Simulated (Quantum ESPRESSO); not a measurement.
Runs of Quantum ESPRESSO 7.5 on NbH2. It takes space group Fm-3m (No. 225, cubic). Conventional cell: a = 4.563 Å, b = 4.563 Å, c = 4.563 Å, α = 90.00°, β = 90.00°, γ = 90.00°. Nb (site symmetry m-3m) has 8 H at 1.98 Å as nearest neighbours. H (site symmetry -43m) is surrounded by 4 Nb at 1.98 Å. 

```tsv
U	gap on the mesh (eV)	pressure (GPa)
Nb d U = 8.0 eV	none	(b)
Nb d U = 6.0 eV	none	5.5
Nb d U = 2.0 eV	none	-5.1
Nb d U = 0.0001 eV	none	(a)
Nb d U = 4.0 eV	none	-4.0
```

Alike in all rows: task Hubbard U by linear response; level PBEsol+U; potentials or basis GBRV 1.5 PBEsol; no spin polarisation; cell as given; k mesh 8 × 8 × 8; cutoff (eV) 612; smearing cold 0.2 eV.

**Question.** Fill in the values left out.

**Answer.** (a) -5.7; (b) 11.9.

Caveats: U without spin polarisation on a metal has little footing; the U is typed as a test and isn't derived for this compound.

A k mesh can miss the band edges, and the runs leave out spin-orbit coupling on Nb.

A gap of «none» marks a metal or a gap under the smearing width.

Not every run made on this cell is shown here.
